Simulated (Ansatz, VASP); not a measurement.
Given: the input of a run of VASP 6.6.1 on CuO (Tenorite).

Contents of INCAR:

```
PREC = Accurate
ENCUT = 520
EDIFF = 1E-7
ISMEAR = -1
SIGMA = 0.05
LREAL = False
LASPH = True
NELM = 80
ALGO = Normal
ISIF = 2
LWAVE = False
LCHARG = True
LELF = True
LVHAR = True
NBANDS = 25
```

The input KPOINTS:

```
Automatic mesh
0
Gamma
  10 10 5
```

The input POSCAR:

```
CuO
1.0
    2.2967865698     -1.6784228387      0.0000000000
    2.2967865698      1.6784228387      0.0000000000
   -0.8429870921      0.0000000000      4.9561536082
Cu O
2 2
Direct
    0.4968000000      0.0032000000      0.5000000000
    0.0032000000      0.4968000000      0.0000000000
    0.4056000000      0.5714000000      0.7537000000
    0.5714000000      0.4056000000      0.2537000000
```

Potentials or basis: VASP PAW LDA potentials, release 64 (Cu, O).

Launch:

```console
$ cat potpaw_LDA.64/Cu/POTCAR potpaw_LDA.64/O/POTCAR > POTCAR
$ mpirun -np 1 vasp_std > vasp.out
```

Translate it to Ansatz 0.2.0. Potentials there: all-electron LAPW, scalar-relativistic.

As run (the cutoff follows the program's own potentials):

Contents of input.yaml:

```yaml
crystal:
  lattice:
    - [2.2967865698, -1.6784228387, 0.0]
    - [2.2967865698, 1.6784228387, 0.0]
    - [-0.8429870921, 0.0, 4.9561536082]
  atoms:
    - { symbol: Cu, position: [0.4968, 0.0032, 0.5] }
    - { symbol: Cu, position: [0.0032, 0.4968, 0.0] }
    - { symbol: O, position: [0.4056, 0.5714, 0.7537] }
    - { symbol: O, position: [0.5714, 0.4056, 0.2537] }
kpoints:
  mp_grid: { grid: [10, 10, 5] }
scf:
  occupations: { method: fermi_dirac, width: 0.05 }
hamiltonian:
  xc: lda
  pseudopotentials: { kind: all_electron, lapw: { basis_error: 0.002 } }
output:
  forces: true
  stress: true
  eigenvalues: true
```

Potentials or basis: all-electron LAPW, scalar-relativistic.

Command:

```console
$ ansatz run input.yaml --threads 2 --pin off --max-ram 6144MiB --backend cpu --events-out ev --progress --plain --runs-dir out
```

Both were run:

|  | VASP | Ansatz | Ansatz less VASP |
| --- | --- | --- | --- |
| gap on the k mesh at the Fermi level (eV) | none | none | - |
| pressure (GPa) | 3.1 | 2.3 | -0.80 |
| largest component of the traceless stress (GPa) | 2.14 | 2.09 | -0.050 |
| rms of the force components (eV/Å) | 0.503 | 0.493 | -0.0099 |

Atom by atom the forces differ by 0.022 eV/Å (rms over components). A gap of «none» marks a metal or a gap that the smearing closes. Ansatz ran all-electron here, so the differences hold the error of VASP's frozen core and of both bases.

Caveats: the run has no spin polarisation, though such a crystal can be magnetic; semilocal functionals often make such compounds metallic where correlation or magnetic order opens a gap, which also shifts bond lengths.
